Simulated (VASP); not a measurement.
Wanted: the native input for a VASP 6.6.1 run.

| Property | Result |
| --- | --- |
| Task | relaxation of cell and atoms |
| Functional | PBE |
| Potentials or basis | VASP PAW PBE potentials, release 64 (S, Mo_sv) |
| Cutoff | 600 eV |
| k mesh | 12 × 12 × 1 |
| Occupations | gaussian, width 0.03 eV |
| Spin | no spin polarisation |
| Further INCAR settings | ALGO = Normal; EDIFF = 1e-07; IBRION = 2; EDIFFG = -0.005; NSW = 90; ISIF = 3 |

The structure of MoS2 lies in POSCAR:

```
MoS2                                    
1.0
    3.1837598703      0.0000000000      0.0000000000
   -1.5918799352      2.7572169226      0.0000000000
    0.0000000000      0.0000000000     27.2922960000
  S               Mo            
     4     2
Direct
     0.3333333300000021    0.6666666699999979    0.3146930426106226
     0.3333333300000021    0.6666666699999979    0.4291919989411066
     0.6666666699999979    0.3333333300000021    0.5708080010588937
     0.6666666699999979    0.3333333300000021    0.6853069573893774
     0.6666666699999979    0.3333333300000021    0.3719405837476076
     0.3333333300000021    0.6666666699999979    0.6280594162523924
```

The input as run:

INCAR

```
ALGO = Normal
EDIFF = 1E-7
EDIFFG = -0.005
ENCUT = 600
GGA = PE
IBRION = 2
ISIF = 3
ISMEAR = 0
KPAR = 2
LASPH = True
LATTICE_CONSTRAINTS = .TRUE. .TRUE. .FALSE.
LCHARG = False
LREAL = False
LWAVE = False
NELM = 80
NSW = 90
PREC = Accurate
SIGMA = 0.03
```

KPOINTS

```
k-points
0
Gamma
  12 12 1
```

Potentials or basis: VASP PAW PBE potentials, release 64 (S, Mo_sv).

Launch:

```console
$ cat potpaw_PBE.64/S/POTCAR potpaw_PBE.64/Mo_sv/POTCAR > POTCAR
$ mpirun -np 2 vasp_std > vasp.out
```

It gave:

```json
{
  "Relaxed volume": "39.94 Å³/atom",
  "Relaxed cell": "a = 3.184 Å, b = 3.184 Å, c = 27.292 Å, α = 90.00°, β = 90.00°, γ = 120.00°",
  "Space group after relaxing (to 0.05 Å)": "P-3m1 (No. 164)",
  "Energy gained by relaxing": "0.3 meV/atom",
  "Ionic steps": "31",
  "Band gap on the k mesh": "1.56 eV, indirect (least direct gap 1.68 eV)"
}
```

Caveat: without dispersion, layers of such crystals drift apart on relaxing, which shifts levels and gaps; volumes and pressures include the vacuum.

Run time: 36 min on 2 MPI ranks on Intel(R) Xeon(R) Platinum 8259CL CPU @ 2.50GHz (Skylake/Cascade Lake), with other jobs on the host, peak memory 0.53 GiB a rank.
